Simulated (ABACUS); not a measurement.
## Au under changes of volume

One of the cells (16.855 Å³/atom); the others are scaled copies at fixed shape and fractional positions:

```
Au
1.0
     0.00000    2.03500    2.03500
     2.03500    0.00000    2.03500
     2.03500    2.03500    0.00000
Au
1
Direct
  0.00000 0.00000 0.00000
```

```yaml
Program: ABACUS 3.10.1
Functional: PBE
Potentials_or_basis: PseudoDojo NC SR 0.4.1 PBE standard
Cutoff: 1361 eV
Density_cutoff: 5442 eV
Basis: DZP LCAO (the cutoffs set its grid)
k_mesh: 11 × 11 × 11
Occupations: fermi-dirac, width 0.05 eV
Spin: no spin polarisation
```

```tsv
volume (Å³/atom)	energy over the lowest point (meV/atom)	pressure (GPa)
15.843	154.47	26.1
16.181	105.19	20.6
16.518	?	?
16.855	38.43	11.4
17.192	18.43	7.6
17.529	5.83	4.3
17.866	0.00	1.3
```

What does the run at 16.518 Å³/atom give?

Energy over the lowest point 66.88 meV/atom; pressure 15.7 GPa.

Worked out: A Birch-Murnaghan fit of order 3 (a polynomial in V^(-2/3)) to the other rows has its minimum at 18.03 Å³/atom, just outside them, with B0 = V·E''(V) = 140 GPa and B' = 5.7. It gives 67.00 meV/atom at 16.518 Å³/atom, against the run's 66.88, and -dE/dV = 15.8 GPa, against 15.7.

Energies are extrapolated to zero smearing.

Caveats: the atomic orbitals were generated for these runs and aren't a published set; the basis of atomic orbitals isn't converged, which shifts pressures, moduli and gaps.
